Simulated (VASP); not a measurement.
# BN (I4/mmm) in VASP: notebook

The runs below take BN through single point, with HSE06, r2SCAN, PBE.

All numbers are computed with VASP 6.6.1; they aren't measurements. Logs are shortened: lines on timing, memory, paths and dates and some standing lists are left out, and cuts for length are marked.

## 1. The cell of the first run

It takes space group I4/mmm (No. 139, tetragonal). Conventional cell: a = 2.515 Å, b = 2.515 Å, c = 3.492 Å, α = 90.00°, β = 90.00°, γ = 90.00°. Around B (site symmetry 4/mmm) lie 6 N at 1.75 to 1.78 Å. Around N (site symmetry 4/mmm) lie 6 B at 1.75 to 1.78 Å.

The cell was built by a generator and needn't be a form met in nature.

## 2. Single point, HSE06 (biaxial_xy strain +1.9%)

Contents of POSCAR:

```
BN
1.0
    0.0000000000      1.7786474625      1.7458259350
    1.7786474625      0.0000000000      1.7458259350
    1.7786474625      1.7786474625      0.0000000000
B N
1 1
Direct
    0.0000000000      0.0000000000      0.0000000000
    0.5000000000      0.5000000000      0.5000000000
```

Contents of INCAR.step1:

```
PREC = Accurate ; ENCUT = 520
EDIFF = 1E-5 ; ISMEAR = 0
SIGMA = 0.01 ; LREAL = F
LASPH = T ; NELM = 100
ALGO = Normal ; ISIF = 2
LWAVE = T ; LCHARG = F
GGA = PE ; NBANDS = 11
```

Contents of INCAR.step2:

```
PREC = Accurate ; ENCUT = 520
EDIFF = 1E-6 ; ISMEAR = 0
SIGMA = 0.01 ; LREAL = F
LASPH = T ; NELM = 100
ALGO = Normal ; ISIF = 2
LWAVE = F ; LCHARG = F
GGA = PE ; LHFCALC = T
HFSCREEN = 0.2079 ; PRECFOCK = Normal
ISTART = 1 ; NBANDS = 11
```

Contents of KPOINTS:

```
regular mesh
0
Gamma
  8 8 8
```

Potentials or basis: VASP PAW PBE potentials, release 64 (B, N).

The run is started by

```sh
cat potpaw_PBE.64/B/POTCAR potpaw_PBE.64/N/POTCAR > POTCAR
cp INCAR.step1 INCAR
mpirun -np 1 vasp_std > vasp.out
cp INCAR.step2 INCAR
mpirun -np 1 vasp_std > vasp.out
```

OUTCAR:

```text
PREC = Accurate
   ENCUT = 520
   EDIFF = 1E-6
   ISMEAR = 0
   LREAL = F
   LASPH = T
   NELM = 100
   ISIF = 2
   GGA = PE
   LHFCALC = T
   HFSCREEN = 0.2079
   PRECFOCK = Normal
   ISTART = 1

 ion  position               nearest neighbor table
   1  0.000  0.000  0.000-   2 1.75   2 1.75   2 1.78   2 1.78   2 1.78   2 1.78
   2  0.500  0.500  0.500-   1 1.75   1 1.75   1 1.78   1 1.78   1 1.78   1 1.78

  LATTYP: Found a body centered tetragonal cell.
 ALAT       =     2.5153873641
 C/A-ratio  =     1.3881169635

  Lattice vectors:

 A1 = (   0.0000000000,  -1.7786474625,  -1.7458259350)
 A2 = (   0.0000000000,   1.7786474625,  -1.7458259350)
 A3 = (   1.7786474625,   0.0000000000,   1.7458259350)

Analysis of symmetry for initial positions (statically):
=====================================================================
 Subroutine PRICEL returns:
 Original cell was already a primitive cell.

 Routine SETGRP: Setting up the symmetry group for a
 body centered tetragonal supercell.

 Subroutine GETGRP returns: Found 16 space group operations
 (whereof 16 operations were pure point group operations)
 out of a pool of 16 trial point group operations.

The static configuration has the point symmetry D_4h.

Analysis of symmetry for dynamics (positions and initial velocities):
=====================================================================
 Subroutine PRICEL returns:
 Original cell was already a primitive cell.

 Routine SETGRP: Setting up the symmetry group for a
 body centered tetragonal supercell.

 Subroutine GETGRP returns: Found 16 space group operations
 (whereof 16 operations were pure point group operations)
 out of a pool of 16 trial point group operations.

The dynamic configuration has the point symmetry D_4h.

 Subroutine INISYM returns: Found 16 space group operations
 (whereof 16 operations are pure point group operations),
 and found     1 'primitive' translations

----------------------------------------------------------------------------------------

                                     Primitive cell

  volume of cell :      11.0461

  direct lattice vectors                    reciprocal lattice vectors
     0.000000000  1.778647462  1.745825935    -0.281112480  0.281112480  0.286397395
     1.778647462  0.000000000  1.745825935     0.281112480 -0.281112480  0.286397395
     1.778647462  1.778647462  0.000000000     0.281112480  0.281112480 -0.286397395

  length of vectors
     2.492287100  2.492287100  2.515387364     0.489971347  0.489971347  0.489971347

  position of ions in fractional coordinates (direct lattice)
     0.000000000  0.000000000  0.000000000
     0.500000000  0.500000000  0.500000000

  ion indices of the primitive-cell ions
   primitive index   ion index
                 1           1
                 2           2

----------------------------------------------------------------------------------------

 KPOINTS: regular mesh

Automatic generation of k-mesh.
 Grid dimensions read from file:
 generate k-points for:    8    8    8

 Generating k-lattice:

  Cartesian coordinates                     Fractional coordinates (reciprocal lattice)
    -0.035139060  0.035139060  0.035799674     0.125000000  0.000000000  0.000000000
     0.035139060 -0.035139060  0.035799674     0.000000000  0.125000000  0.000000000
     0.035139060  0.035139060 -0.035799674     0.000000000  0.000000000  0.125000000

  Length of vectors
     0.061246418  0.061246418  0.061246418

  Shift w.r.t. Gamma in fractional coordinates (k-lattice)
     0.000000000  0.000000000  0.000000000

 Subroutine IBZKPT returns following result:
 ===========================================

 Found     59 irreducible k-points:

 Following reciprocal coordinates:
            Coordinates               Weight
  0.000000  0.000000  0.000000      1.000000
  0.125000  0.000000  0.000000      8.000000
  0.250000  0.000000  0.000000      8.000000
  0.375000 -0.000000  0.000000      8.000000
  0.500000  0.000000  0.000000      4.000000
  0.125000  0.125000  0.000000      2.000000
[... 16 lines left out ...]
  0.250000  0.000000  0.125000     16.000000
  0.375000 -0.000000  0.125000     16.000000
 [... further k-points ...]
   k-points           NKPTS =     59   k-points in BZ     NKDIM =    512   number of bands    NBANDS=     11
   number of dos      NEDOS =    301   number of ions     NIONS =      2
   total plane-waves  NPLWV =   8000
   dimension x,y,z NGX =    20 NGY =   20 NGZ =   20
   dimension x,y,z NGXF=    40 NGYF=   40 NGZF=   40
   ions per type =               1   1
   NGX,Y,Z   is equivalent  to a cutoff of  13.34, 13.34, 13.22 a.u.
   NGXF,Y,Z  is equivalent  to a cutoff of  26.68, 26.68, 26.44 a.u.
 SYSTEM =  unknown system
   PREC   = accura    normal or accurate (medium, high low for compatibility)
   ISTART =      1    job   : 0-new  1-cont  2-samecut
   ICHARG =      0    charge: 1-file 2-atom 10-const
   ISPIN  =      1    spin polarized calculation?
   LNONCOLLINEAR =      F non collinear calculations
   LSORBIT =      F    spin-orbit coupling
   LASPH  =      T    aspherical Exc in radial PAW
   ENCUT  =  520.0 eV  38.22 Ry    6.18 a.u.   4.63  4.63  4.68*2*pi/ulx,y,z
   NELM   =    100;   NELMIN=  2; NELMDL=  0     # of ELM steps
   EDIFF  = 0.1E-05   stopping-criterion for ELM
   LREAL  =      F    real-space projection
   EDIFFG = 0.1E-04   stopping-criterion for IOM
   NSW    =      0    number of steps for IOM
   IBRION =     -1    ionic relax: 0-MD 1-quasi-New 2-CG
   NFREE  =      0    steps in history (QN), initial steepest desc. (CG)
   ISIF   =      2    stress and relaxation
   ISYM   =      3    0-nonsym 1-usesym 2-fastsym
   POTIM  = 0.5000    time-step for ionic-motion
   TEBEG  =    0.0;   TEEND  =   0.0 temperature during run
   PSTRESS=    0.0 pullay stress
   NELECT =       8.0000    total number of electrons
   NUPDOWN=      -1.0000    fix difference up-down
   EMIN   =  10.00;   EMAX   =-10.00  energy-range for DOS
   EFERMI =   0.00;   METHOD = LEGACY
   ISMEAR =     0;   SIGMA  =   0.01  broadening in eV -4-tet -1-fermi 0-gaus
   EFERMI_NEDOS =   21; number of points for ismear=-14 and -15
   IALGO  =     38    algorithm
   IMIX   =      1    mixing-type and parameters
     AMIX     =   0.40;   BMIX     =  1.00
     AMIX_MAG =   1.60;   BMIX_MAG =  1.00
  volume/ion in A,a.u.               =       5.52        37.27
  Fermi-wavevector in a.u.,A,eV,Ry     =   1.470171  2.778221 29.407681  2.161404
  Thomas-Fermi vector in A             =   2.585460
   LORBIT       =      0    0 simple, 1 ext, 2 COOP (PROOUT), +10 PAW based schemes
   GGA     = PE    functional components
   LHFCALC =     T    Hartree Fock is set to
   PRECFOCK=normal    Normal, Fast or Accurate (Low or Medium for compatibility)
   ENCUT4O =  -1.0   cutoff for four orbital integrals eV
   NKREDX  =     1    reduce k-point grid by
   NKREDY  =     1    reduce k-point grid by
   NKREDZ  =     1    reduce k-point grid by
   AEXX    =    0.2500 exact exchange contribution
   HFSCREEN=    0.2079 screening length (either q_TF or 0.3 A-1)
   HFSCREENC=   0.2079 screening length for correlation (either q_TF or 0.3 A-1)
   ENCUTFOCK=  -1.0 apply spherical cutoff to Coloumb kernel
   IVDW    =     0    specifies the selected vdW correction
   LEPSILON=     F    determine dielectric tensor
   LRPA    =     F    only Hartree local field effects (RPA)
 non-spin polarized calculation
 Gauss-broadening in eV      SIGMA  =   0.01
  energy-cutoff  :      520.00
  volume of cell :       11.05
 maximum number of plane-waves:       310
  NGX = 14; NGY = 14; NGZ = 16

 number of electron       7.9999999 magnetization

 Free energy of the ion-electron system (eV)
  ---------------------------------------------------
  ext. energy  EPLUGINS =         0.00000000
  ---------------------------------------------------
  free energy    TOTEN  =       -16.54455503 eV

  energy without entropy =      -16.54455503  energy(sigma->0) =      -16.54455503

 E-fermi :   9.2630     XC(G=0): -11.0549

 val. band max:        9.1947119661   @ k =  -0.2500   0.0000   0.1250
 cond. band min:      10.9018675105   @ k =   0.5000   0.5000   0.0000
 fundamental gap:      1.7071555444
 Fermi energy:         9.2630090333

 k-point     1 :       0.0000    0.0000    0.0000
  band No.  band energies     occupation
      1     -14.8446      2.00000
      2       7.9716      2.00000
      3       8.4420      2.00000
      4       8.4420      2.00000
      5      19.3530      0.00000
      6      22.6477      0.00000
      7      22.6477      0.00000
      8      23.6900      0.00000
      9      29.0153      0.00000
     10      29.0153      0.00000
     11      29.3084      0.00000

 k-point     2 :       0.1250    0.0000    0.0000
  band No.  band energies     occupation
      1     -14.3838      2.00000
      2       6.3404      2.00000
      3       8.1713      2.00000
      4       8.3989      2.00000
      5      19.7725      0.00000
      6      21.2001      0.00000
      7      21.6794      0.00000
      8      22.9020      0.00000
      9      28.2605      0.00000
     10      30.1609      0.00000
     11      30.2947      0.00000

 k-point     3 :       0.2500    0.0000    0.0000
  band No.  band energies     occupation
      1     -13.0329      2.00000
      2       2.3065      2.00000
      3       8.2680      2.00000
      4       8.3691      2.00000
      5      18.5468      0.00000
      6      18.7288      0.00000
      7      19.3640      0.00000
      8      23.4663      0.00000
      9      28.9774      0.00000
     10      33.2823      0.00000
     11      33.2833      0.00000

 k-point     4 :       0.3750   -0.0000    0.0000
  band No.  band energies     occupation
      1     -10.9766      2.00000
      2      -1.8562      2.00000
      3       8.4614      2.00000
      4       8.5199      2.00000
      5      16.3969      0.00000
      6      16.6676      0.00000
      7      18.1005      0.00000
      8      24.2171      0.00000
      9      31.4286      0.00000
     10      37.8039      0.00000
     11      37.9306      0.00000

 k-point     5 :       0.5000    0.0000    0.0000
  band No.  band energies     occupation
      1      -9.4468      2.00000
      2      -4.1523      2.00000
      3       8.5472      2.00000
      4       8.6856      2.00000
      5      15.5672      0.00000
      6      15.7897      0.00000
      7      17.6917      0.00000
      8      24.4444      0.00000
      9      33.4355      0.00000
     10      38.9359      0.00000
     11      42.5444      0.00000
[... 211 lines left out ...]
 k-point    21 :       0.5000    0.5000    0.0000
  band No.  band energies     occupation
      1      -6.3576      2.00000
      2      -3.2097      2.00000
      3       3.2102      2.00000
      4       3.2102      2.00000
      5      10.9019      0.00000
      6      19.0919      0.00000
      7      25.5272      0.00000
      8      25.5272      0.00000
      9      27.7441      0.00000
     10      43.1243      0.00000
     11      46.0711      0.00000

 k-point    22 :       0.1250    0.0000    0.1250
  band No.  band energies     occupation
      1     -14.2350      2.00000
      2       7.0289      2.00000
      3       7.5137      2.00000
      4       7.6380      2.00000
      5      18.9159      0.00000
      6      20.5196      0.00000
      7      22.7080      0.00000
      8      23.7401      0.00000
      9      25.8808      0.00000
     10      31.7482      0.00000
     11      32.0233      0.00000

 k-point    23 :       0.2500    0.0000    0.1250
  band No.  band energies     occupation
      1     -13.1798      2.00000
      2       3.9528      2.00000
      3       6.6763      2.00000
      4       7.9339      2.00000
      5      16.4597      0.00000
      6      20.7329      0.00000
      7      22.0605      0.00000
      8      23.5306      0.00000
      9      25.7740      0.00000
     10      34.2058      0.00000
     11      35.0514      0.00000

 k-point    24 :       0.3750   -0.0000    0.1250
  band No.  band energies     occupation
      1     -11.3249      2.00000
      2      -0.2134      2.00000
      3       6.6651      2.00000
      4       7.4137      2.00000
      5      15.1714      0.00000
      6      19.4896      0.00000
      7      20.1324      0.00000
      8      24.5637      0.00000
      9      28.0826      0.00000
     10      37.1024      0.00000
     11      39.4494      0.00000

 [... further k-points ...]

------------------------ aborting loop because EDIFF is reached ----------------------------------------

  FORCE on cell =-STRESS in cart. coord.  units (eV):
  Direction    XX          YY          ZZ          XY          YZ          ZX
  --------------------------------------------------------------------------------------
  -------------------------------------------------------------------------------------
  Total       -1.5572230     -1.5572230     -1.3719158      0.0000000      0.0000000      0.0000000
  in kB     -225.8659184   -225.8659184   -198.9882166      0.0000000      0.0000000      0.0000000
  external PRESSURE =    -216.9066844 kB  Pullay stress =       0.0000000 kB

 VOLUME and BASIS-vectors are now :
 -----------------------------------------------------------------------------
  energy-cutoff  :      520.00
  volume of cell :       11.05
      direct lattice vectors                 reciprocal lattice vectors
     0.000000000  1.778647462  1.745825935    -0.281112480  0.281112480  0.286397395
     1.778647462  0.000000000  1.745825935     0.281112480 -0.281112480  0.286397395
     1.778647462  1.778647462  0.000000000     0.281112480  0.281112480 -0.286397395

 POSITION                                       TOTAL-FORCE (eV/Angst)
 -----------------------------------------------------------------------------------
      0.00000      0.00000      0.00000         0.000000      0.000000      0.000000
      1.77865      1.77865      1.74583         0.000000      0.000000     -0.000000
 -----------------------------------------------------------------------------------
    total drift:                               -0.000000     -0.000000     -0.000004

  FREE ENERGIE OF THE ION-ELECTRON SYSTEM (eV)
  ---------------------------------------------------
  free  energy   TOTEN  =       -16.5445550279 eV

  energy  without entropy=      -16.5445550279  energy(sigma->0) =      -16.54455503
```

It took 11 min on 1 thread of Intel Xeon 6975P-C (Granite Rapids), shared host; peak memory 0.23 GiB.

Results:

```yaml
Free_energy: -16.5446 eV
Pressure: -21.7 GPa
Band_gap_on_the_k_mesh: 1.71 eV, indirect (least direct gap 6.88 eV)
```

Stress tensor (GPa, compression positive):
```
-22.59   0.00   0.00
  0.00 -22.59   0.00
  0.00   0.00 -19.90
```

Levels at points of the mesh, in eV from the valence-band top:
```
           k point  band 2  band 3  band 4  band 5  band 6  band 7
(0.00, 0.00, 0.00)   -1.22   -0.75   -0.75   10.16   13.45   13.45
(0.50, 0.00, 0.00)  -13.35   -0.65   -0.51    6.37    6.60    8.50
(0.50, 0.50, 0.00)  -12.40   -5.98   -5.98    1.71    9.90   16.33
(0.50, 0.00, 0.50)  -12.45   -6.06   -5.55    2.15   10.18   16.06
```

Caveat: so large a pressure means that the cell lies far from this level's equilibrium, or that cutoff or potentials fall short; the potentials were made for another functional, which shifts forces and pressure. A k mesh can miss the band edges.

## 3. Single point, r2SCAN (biaxial_xy strain +1.9%)

POSCAR is that of step 2.

Contents of INCAR.step1:

```
SYSTEM = BN
  PREC = Accurate
  ENCUT = 520
  ISMEAR = 0
  SIGMA = 0.01
  LREAL = .False.
  LASPH = .True.
  NELM = 100
  NBANDS = 11
  GGA = PE
  ALGO = Normal
  EDIFF = 1E-4
  LWAVE = .True.
  LCHARG = .False.
```

Contents of INCAR.step2:

```
SYSTEM = BN
  PREC = Accurate
  ENCUT = 520
  EDIFF = 1E-6
  ISMEAR = 0
  SIGMA = 0.01
  LREAL = .False.
  LASPH = .True.
  NELM = 100
  ALGO = Normal
  ISIF = 2
  LWAVE = .False.
  LCHARG = .False.
  METAGGA = R2SCAN
  LMIXTAU = .True.
  NBANDS = 11
  ISTART = 1
```

Contents of KPOINTS:

```
Automatic mesh
0
Gamma
  12 12 12
  0 0 0
```

Potentials or basis: VASP PAW PBE potentials, release 64 (B, N).

The run is started by

```sh
cat potpaw_PBE.64/B/POTCAR potpaw_PBE.64/N/POTCAR > POTCAR
cp INCAR.step1 INCAR
mpirun -np 1 vasp_std > vasp.out
cp INCAR.step2 INCAR
mpirun -np 1 vasp_std > vasp.out
```

It took 28 s on 1 thread of Intel Xeon 6975P-C (Granite Rapids), shared host; peak memory 0.13 GiB.

It converged, with:

```yaml
Free_energy: -15.4130 eV
Pressure: -13.3 GPa
Band_gap_on_the_k_mesh: 0.76 eV, indirect (least direct gap 6.17 eV)
```

Stress tensor (GPa, compression positive):
```
-14.20   0.00   0.00
  0.00 -14.20   0.00
  0.00   0.00 -11.47
```

Levels at points of the mesh, in eV from the valence-band top:
| k point | band 2 | band 3 | band 4 | band 5 | band 6 | band 7 |
| --- | --- | --- | --- | --- | --- | --- |
| (0.00, 0.00, 0.00) | -1.21 | -0.77 | -0.77 | 9.01 | 12.41 | 12.41 |
| (0.50, 0.00, 0.00) | -12.82 | -0.78 | -0.64 | 5.53 | 5.74 | 7.62 |
| (0.50, 0.50, 0.00) | -11.89 | -5.83 | -5.83 | 0.76 | 9.45 | 15.20 |
| (0.50, 0.00, 0.50) | -11.92 | -5.89 | -5.41 | 1.18 | 9.72 | 14.92 |

Caveat: the PAW data sets were made with another functional, which shifts forces and pressure a little. A k mesh can miss the band edges.

(Continued in part 2 of 2.)
